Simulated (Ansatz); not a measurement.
The elements of this relaxed trial crystal are hidden behind letters.

```
lattice vectors (Å)
   8.0747    0.0000    0.0000
   0.0000    8.0747    0.0000
   0.0000    0.0000    4.6932
fractional positions
X 0.6757 0.6757 0.0000
X 0.1757 0.8243 0.5000
X 0.8243 0.1757 0.5000
X 0.3243 0.3243 0.0000
Z 0.8166 0.8166 0.5000
Z 0.1834 0.1834 0.5000
Z 0.6834 0.3166 0.0000
Z 0.3166 0.6834 0.0000
```

The calculation used DFT PBE, scalar-relativistic, plane waves, PAW in Ansatz 0.2.0. Plane waves to 420 eV, a 4×4×6 mesh through Γ for the 8-atom cell and 0.02 eV Gaussian smearing; no spin polarisation.

```
Space group                              : P4_2/mnm (No. 136)
Conventional cell                        : a = 8.075 Å, c = 4.693 Å
Volume per atom                          : 38.25 Å³
Density                                  : 5.21 g/cm³
Energy over the elements                 : −0.427 eV/atom
Gap on the 4×4×6 mesh of the 8-atom cell : 0.71 eV
```

Energies are uncorrected and count from the elements' standard states at the same level.

Task: X is a d-block element of period 5 and Z is a p-block element of period 5. Which elements are they?

Result: X = Cd, Z = Te, so the formula is CdTe. Density times volume gives a mean mass of 5.21 × 38.25/1.6605 = 120.0 u per atom, and this set has 120.0 u. Cd is surrounded by 4 Te at 2.85–2.90 Å; Te is surrounded by 4 Cd at 2.85–2.90 Å. Other sets within the hints have nearly the same mass, so mass alone doesn't settle it; this one was computed.

These runs have no spin–orbit coupling, which can matter for Te. Kohn–Sham gaps at this level usually fall short of measured ones. The missing spin–orbit coupling can work the other way here. A structure relaxed within its symmetry needn't be a true minimum.
